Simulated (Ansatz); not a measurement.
TiSi2 under changes of volume

One of the cells (14.179 Å³/atom); the others are scaled copies at fixed shape and fractional positions:

```xyz
6
Lattice="1.7651 -6.7593 0.0000 1.7651 6.7593 0.0000 0.0000 0.0000 3.5652" Properties=species:S:1:pos:R:3 pbc="T T T"
Ti    1.7651    5.3653    0.8913
Ti    1.7651   -5.3653    2.6739
Si    1.7651   -3.3839    0.8913
Si    1.7651    3.3839    2.6739
Si    1.7651    0.7875    0.8913
Si    1.7651   -0.7875    2.6739
```

The cell comes from a database or a generator and needn't be the stable form of this composition.

- Program: Ansatz 0.2.0
- Functional: PBEsol
- Potentials or basis: Ansatz PAW
- Cutoff: 420 eV (not typed: the program's choice for these potentials)
- k mesh: 8 × 8 × 8
- Occupations: fermi-dirac, width 0.05 eV
- Spin: no spin polarisation

```csv
volume (Å³/atom),energy over the lowest point (meV/atom),pressure (GPa),largest force (eV/Å)
13.328,14.47,7.7,0.447
13.611,4.18,4.0,0.357
13.895,0.00,0.8,0.277
14.179,?,?,?
14.462,7.59,-4.8,0.138
14.746,18.31,-7.2,0.092
15.029,33.02,-9.3,0.135
```

Problem. What does the run at 14.179 Å³/atom give?

Solution. Energy over the lowest point 1.32 meV/atom; pressure -2.2 GPa; largest force 0.204 eV/Å.

Worked out: A Birch-Murnaghan fit of order 3 (a polynomial in V^(-2/3)) to the other rows has its minimum at 13.96 Å³/atom with B0 = V·E''(V) = 149 GPa and B' = 4.2 at fixed shape and positions, which overstates the stiffness. It gives 1.32 meV/atom at 14.179 Å³/atom, against the run's 1.32, and -dE/dV = -2.2 GPa, against -2.2.

Energies are extrapolated to zero smearing.

Caveats: the PAW data sets come from PBE, with cores solved anew for the run's functional, which leaves a small shift of forces and pressure.
